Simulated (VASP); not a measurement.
# VASP 6.6.1 run: MgO

INCAR

```
LREAL = .FALSE.
NSW = 0
LWAVE = .FALSE.
ENCUT = 520
LCHARG = .FALSE.
ISIF = 2
EDIFF = 1E-7
ISMEAR = -1
IBRION = -1
PREC = Accurate
NBANDS = 16
IVDW = 12
LASPH = .TRUE.
SIGMA = 0.02
NELECT = 15
GGA = PE
NELM = 76
```

KPOINTS

```
KPOINTS created by Atomic Simulation Environment
0
Gamma
12 12 6
0 0 0
```

POSCAR

```
Mg O
 1.0000000000000000
     3.3030142312111268    0.0000000000000000    0.0000000000000000
    -1.6515071156055634    2.8604942332903636    0.0000000000000000
     0.0000000000000000    0.0000000000000000    5.0570207850999997
 Mg  O
   2   2
Cartesian
  0.0000000000000001  1.9069961555269093 -0.0491018536440269
  1.6515071156055638  0.9534980777634546  2.4794085389059730
  0.0000000000000001  1.9069961555269093  1.9454846480565273
  1.6515071156055638  0.9534980777634546  4.4739950406065265
```

The recommended PBE PAW datasets give the neutral cell 16 valence electrons.

Command

```
mpirun -np 1 vasp_std
```

OSZICAR

```
N       E                     dE             d eps       ncg     rms          rms(c)
DAV:   1     0.532691861914E+02    0.53269E+02   -0.66900E+03  2432   0.788E+02
DAV:   2    -0.214746250348E+02   -0.74744E+02   -0.70794E+02  3352   0.182E+02
DAV:   3    -0.250580912871E+02   -0.35835E+01   -0.35477E+01  2808   0.404E+01
DAV:   4    -0.250743015626E+02   -0.16210E-01   -0.16208E-01  2928   0.321E+00
DAV:   5    -0.250743831896E+02   -0.81627E-04   -0.81627E-04  2832   0.216E-01    0.783E+00
DAV:   6    -0.238545120370E+02    0.12199E+01   -0.38812E+00  2504   0.144E+01    0.236E+00
DAV:   7    -0.238458763461E+02    0.86357E-02   -0.55934E-02  2456   0.167E+00    0.157E+00
DAV:   8    -0.238613564098E+02   -0.15480E-01   -0.36710E-02  2480   0.199E+00    0.232E-01
DAV:   9    -0.238612556561E+02    0.10075E-03   -0.11477E-03  3152   0.248E-01    0.115E-01
DAV:  10    -0.238622182129E+02   -0.96256E-03   -0.26924E-03  2472   0.323E-01    0.897E-02
DAV:  11    -0.238620898159E+02    0.12840E-03   -0.38158E-04  2728   0.148E-01    0.802E-03
DAV:  12    -0.238620925689E+02   -0.27531E-05   -0.91381E-06  2456   0.247E-02    0.471E-03
DAV:  13    -0.238620933316E+02   -0.76270E-06   -0.23577E-06  2520   0.116E-02    0.144E-03
DAV:  14    -0.238620932050E+02    0.12662E-06   -0.11764E-07  2416   0.251E-03    0.986E-04
DAV:  15    -0.238620932210E+02   -0.15990E-07   -0.63828E-08  1304   0.209E-03
   1 F= -.24777417E+02 E0= -.24769690E+02  d E =-.154538E-01
```

From OUTCAR

```
k-points           NKPTS =     76   k-points in BZ     NKDIM =     76   number of bands    NBANDS=     16

   NELECT =      15.0000    total number of electrons

   dimension x,y,z NGX =    28 NGY =   28 NGZ =   40
   dimension x,y,z NGXF=    56 NGYF=   56 NGZF=   80

  energy-cutoff  :      520.00
  volume of cell :       47.78
      direct lattice vectors                 reciprocal lattice vectors
     3.303014231  0.000000000  0.000000000     0.302753767  0.174794969  0.000000000
    -1.651507116  2.860494233  0.000000000     0.000000000  0.349589937  0.000000000
     0.000000000  0.000000000  5.057020785     0.000000000  0.000000000  0.197744886

 k-points in reciprocal lattice and weights: KPOINTS created by Atomic Simulation Env
   0.00000000  0.00000000  0.00000000       0.001
   0.08333333  0.00000000  0.00000000       0.007
   0.16666667  0.00000000  0.00000000       0.007
   0.25000000  0.00000000  0.00000000       0.007
   0.33333333  0.00000000  0.00000000       0.007
   0.41666667  0.00000000  0.00000000       0.007
   0.50000000  0.00000000  0.00000000       0.003
   0.08333333  0.08333333  0.00000000       0.007
   ...

 E-fermi :  -0.1290

 k-point     1 :       0.0000    0.0000    0.0000
  band No.  band energies     occupation
      1     -15.8492      2.00000
      2     -15.1819      2.00000
      3      -2.5595      2.00000
      4      -0.3194      1.99985
      5      -0.3194      1.99985
      6      -0.0412      0.02449
      7      -0.0412      0.02449
      8       0.1631      0.00000
      9       4.8799      0.00000
     10       9.8769      0.00000
     11      11.3285      0.00000
     12      15.7255      0.00000
     13      15.7255      0.00000
     14      17.7060      0.00000
     15      17.9035      0.00000
     16      17.9035      0.00000

 k-point     2 :       0.0833    0.0000    0.0000
  band No.  band energies     occupation
      1     -15.8192      2.00000
      2     -15.1714      2.00000
      3      -2.5001      2.00000
      4      -0.4543      2.00000
      5      -0.3582      1.99998
      6      -0.2161      1.97462
      7      -0.0393      0.02225
      8       0.1445      0.00000
      9       5.1588      0.00000
     10      10.0424      0.00000
     11      11.3095      0.00000
     12      14.8221      0.00000
     13      15.8292      0.00000
     14      17.3778      0.00000
     15      17.9404      0.00000
     16      18.0657      0.00000

 k-point     3 :       0.1667    0.0000    0.0000
  band No.  band energies     occupation
      1     -15.7343      2.00000
      2     -15.1438      2.00000
      3      -2.3284      2.00000
      4      -0.8561      2.00000
      5      -0.5700      2.00000
      6      -0.4522      2.00000
      7      -0.0446      0.02900
      8       0.0844      0.00005
      9       5.8626      0.00000
     10      10.3820      0.00000
     11      11.3372      0.00000
     12      13.5195      0.00000
     13      16.0901      0.00000
     14      16.1395      0.00000
     15      16.9269      0.00000
     16      17.3361      0.00000

 ...

  Total      -5.08710    -5.08710    -6.10946     0.00000     0.00000     0.00000
  in kB    -170.58256  -170.58256  -204.86470     0.00000     0.00000     0.00000
  external pressure =     -182.01 kB  Pullay stress =        0.00 kB

 POSITION                                       TOTAL-FORCE (eV/Angst)
 -----------------------------------------------------------------------------------
      0.00000      1.90700      5.00792        -0.000000      0.000000     -0.221657
      1.65151      0.95350      2.47941         0.000000     -0.000000     -0.221657
      0.00000      1.90700      1.94548        -0.000000      0.000000      0.221657
      1.65151      0.95350      4.47400         0.000000     -0.000000      0.221657
 -----------------------------------------------------------------------------------
    total drift:                                0.000000      0.000000      0.001469

  FREE ENERGIE OF THE ION-ELECTRON SYSTEM (eV)
  ---------------------------------------------------
  free  energy   TOTEN  =       -24.7774166402 eV

  energy  without entropy=      -24.7619628692  energy(sigma->0) =      -24.76968975
```

It converged. Results: pressure -18.2 GPa; largest force 0.22 eV/Å.

The cell is charged and sits in a uniform background.

For comparison, a separate PBE run of the intended cell, on usual settings and not on those above, gives a gap of 3.47 eV on its mesh and a pressure of 1.8 GPa.

The run above took about 60 s on one core of a shared host (Intel Xeon Platinum 8488C) and held 0.21 GiB at most.
